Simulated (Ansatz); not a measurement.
## How the field gradients follow the size of the cell in Au

Reference cell: a COD entry, whose atoms a relaxation with PBE at fixed cell left in place.

```yaml
crystal:
  lattice:
    - [2.90000, 0.00000, 0.00000]
    - [-1.45000, 2.51147, 0.00000]
    - [0.00000, 0.00000, 4.88000]
  atoms:
    - { symbol: Au, position: [0.33333, 0.66667, 0.75000] }
    - { symbol: Au, position: [0.66667, 0.33333, 0.25000] }
```

Atom numbers follow the list; atoms alike are taken as one site, whose name carries the number of the first.

All values are calculated (Ansatz; DFT, PBE, plane waves and PAW, scalar-relativistic, 420 eV cutoff, Γ-centred 18×18×10 k-points, Fermi–Dirac smearing 0.05 eV), not measured.

The cell is scaled uniformly, and the ions relax again at each size.

```
V/V₀  Au V_zz (η)
0.94  1.71 (0.00)
0.96  1.53 (0.00)
0.98  1.34 (0.00)
1.00            ?
1.02  0.96 (0.00)
1.04  0.81 (0.00)
1.06  0.69 (0.00)
```

Q: Fill in the row for V/V₀ = 1.00 (V_zz in 10²¹ V/m²).

A: Au: 1.14 (0.00). Worked for Au: a power law through the other 6 rows, |V_zz| = 1.10 × (V/V₀)^-7.73, gives 1.10 at V/V₀ = 1.00, against 1.14 from the run (-3.0 %). Logarithmic slopes d ln|V_zz|/d ln V over the series: Au -7.7. Point charges on a uniformly scaled lattice would give −1; charge that moves in the bonds makes the difference.

The run finds no gap above 0.1 eV (a metal, or nearly one), so the gradients can move by 10 % or more with the k-mesh. Spin–orbit coupling is left out, which shifts gradients on Au by a few per cent in wide-gap crystals, and can shift them far more where the calculated gap is small or absent, as here.
